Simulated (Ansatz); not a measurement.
## How settings move the G0W0 gap of CdS (F-43m)

CdS (started from an entry of an open crystallographic database), relaxed with r2SCAN; one-shot G0W0 in Ansatz without spin-orbit coupling. No spin polarisation and no zero-point or thermal motion.

```cif
data_structure
_symmetry_space_group_name_H-M 'P 1'
_symmetry_Int_Tables_number 1
_cell_length_a 4.1567
_cell_length_b 4.1567
_cell_length_c 4.1567
_cell_angle_alpha 60.000
_cell_angle_beta 60.000
_cell_angle_gamma 60.000
_cell_volume 50.78
loop_
_atom_site_label
_atom_site_type_symbol
_atom_site_fract_x
_atom_site_fract_y
_atom_site_fract_z
_atom_site_occupancy
Cd1 Cd 0.00000 0.00000 0.00000 1
S1 S 0.25000 0.25000 0.25000 1
```

Gaps are read over the mesh points alone. G0W0 values are finite-basis, finite-mesh values.

| start | potentials | frequency model | mesh | empty bands | screening cutoff (eV) | Kohn-Sham gap (eV) | G0W0 gap (eV) | rough cost |
| --- | --- | --- | --- | --- | --- | --- | --- | --- |
| PBE | PAW | contour deformation | 4×4×4 | 82 | 80 | 1.08 | 1.69 | 14 core-seconds |
| PBE | PAW | contour deformation | 4×4×4 | 191 | 140 | 1.08 | 1.75 | 50 core-seconds |
| PBE | PAW | contour deformation | 4×4×4 | 350 | 210 | 1.08 | 1.78 | 3 core-minutes |
| HSE06 | PAW | contour deformation | 4×4×4 | 191 | 140 | 2.12 | 2.42 | 100 core-seconds |
| LDA | PAW | contour deformation | 4×4×4 | 191 | 140 | 0.80 | 1.59 | 50 core-seconds |
| r2SCAN | PAW | contour deformation | 4×4×4 | 191 | 140 | 1.53 | 2.09 | 60 core-seconds |
| PBE | PAW | Godby-Needs pole | 4×4×4 | 191 | 140 | 1.08 | 1.82 | 40 core-seconds |
| PBE | PAW | contour deformation | 6×6×6 | 82 | 80 | 1.09 | 1.79 | 70 core-seconds |
| PBE | norm-conserving | contour deformation | 4×4×4 | 191 | 140 | 1.08 | 1.75 | 90 core-seconds |

Over the mesh points the PBE gap of 1.08 eV becomes a quasiparticle gap of 1.78 eV (direct at Γ), a change of +0.70 eV. Renormalisation factors Z lie between 0.70 and 0.76.

Raising bands and cutoff together moves the gap by +0.06 eV (80 to 140 eV), then +0.03 eV (140 to 210 eV); the last step is small, which bounds nothing strictly. Starting from HSE06 (2.12 eV against PBE's 1.08 eV) gives 2.42 eV, +0.67 eV from G0W0@PBE at the same screening cutoff. Starting from LDA (0.80 eV against PBE's 1.08 eV) gives 1.59 eV, -0.16 eV from G0W0@PBE at the same screening cutoff. Starting from r2SCAN (1.53 eV against PBE's 1.08 eV) gives 2.09 eV, +0.34 eV from G0W0@PBE at the same screening cutoff. The Godby-Needs plasmon pole differs from contour deformation by +0.07 eV. A 6×6×6 mesh in place of 4×4×4 changes the opening over PBE by +0.09 eV (the gap on the mesh by +0.10 eV). Norm-conserving potentials (wave cutoff 1071 eV against 420 eV) shift the quasiparticle gap by 0.00 eV and the PBE gap by 0.00 eV. r2SCAN runs take a wave cutoff of 500 eV.

With a shallow d shell on the cation, G0W0 converges slowly in bands and cutoff, so these values are in doubt.
